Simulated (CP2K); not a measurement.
Crystal: Rh.

```
CELL_PARAMETERS angstrom
2.68397 0.00000 0.00000
1.34198 2.32438 0.00000
1.34198 0.77479 2.19145
ATOMIC_POSITIONS crystal
Rh 0.00000 0.00000 0.00000
```

Base run:

| Property | Result |
| --- | --- |
| Program | CP2K 2026.2 |
| Functional | PBE |
| Potentials or basis | POTENTIAL_UZH Rh GTH-PBE-q17; TZVP-MOLOPT-PBE-GTH basis |
| Density cutoff | 9184 eV |
| k mesh | 12 × 12 × 12 |
| Occupations | fermi-dirac, width 0.05 eV |
| Spin | no spin polarisation |

Its results: band gap on the k mesh none (metal or under the smearing width); pressure 9.7 GPa.

Question: The run is repeated on the same cell with these changes: functional from PBE to M06-L. What comes out?

Answer: Band gap on the k mesh none (metal or under the smearing width); pressure 5.3 GPa.

Caveats: the basis of atomic orbitals isn't converged, which shifts pressures, moduli and gaps; the potentials were made for another functional, which shifts forces and pressure (some runs).
